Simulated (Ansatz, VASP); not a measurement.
One calculation of GaP, two programs

POSCAR

```
GaP
1.0
    0.0000000000      2.7253992957      2.7253992957
    2.7253992957      0.0000000000      2.7253992957
    2.7253992957      2.7253992957      0.0000000000
Ga P
1 1
Direct
    0.0000000000      0.0000000000      0.0000000000
    0.2500000000      0.2500000000      0.2500000000
```

INCAR.step1

```
PREC = Accurate
ENCUT = 520
ISMEAR = 0
SIGMA = 0.01
LREAL = False
LASPH = True
NELM = 100
NBANDS = 16
GGA = PE
ALGO = Normal
EDIFF = 1E-4
LWAVE = True
LCHARG = False
```

The input INCAR.step2:

```
PREC = Accurate
ENCUT = 520
EDIFF = 1E-7
ISMEAR = 0
SIGMA = 0.01
LREAL = False
LASPH = True
NELM = 100
ALGO = Normal
ISIF = 2
LWAVE = False
LCHARG = True
METAGGA = R2SCAN
LMIXTAU = True
LELF = True
LVHAR = True
NBANDS = 16
ISTART = 1
```

File KPOINTS:

```
regular mesh
0
Gamma
  8 8 8
```

Input for Ansatz:

```yaml
crystal:
  lattice:
    - [0.0, 2.7253992957, 2.7253992957]
    - [2.7253992957, 0.0, 2.7253992957]
    - [2.7253992957, 2.7253992957, 0.0]
  atoms:
    - { symbol: Ga, position: [0.0, 0.0, 0.0] }
    - { symbol: P, position: [0.25, 0.25, 0.25] }
kpoints:
  mp_grid: { grid: [8, 8, 8] }
hamiltonian:
  xc: r2scan
scf:
  occupations: { method: fixed }
output:
  optics: { e_range: [0, 13], de: 0.05, sigma: 0.1, bands: auto }
```

Alike in both runs: task single point; functional r2SCAN; k mesh 8 × 8 × 8; no spin polarisation.

|  | VASP | Ansatz |
| --- | --- | --- |
| version | VASP 6.6.1 | Ansatz 0.2.0 |
| potentials or method | VASP PAW PBE potentials, release 64 (Ga_d, P) | plane waves, PAW |
| plane-wave cutoff (eV) | 520 | 500 |
| occupations | gaussian, width 0.01 eV | fixed |
| valence electrons in the cell | 18 | 18 |

```csv
,VASP,Ansatz,Ansatz less VASP
gap on the k mesh at the Fermi level (eV),1.90,1.89,-0.008
```

Caveats: the PAW data sets were made with another functional, which shifts forces and pressure a little (VASP). r2SCAN opens gaps a little over a GGA but as a rule still falls short of measured ones. A k mesh can miss the band edges.
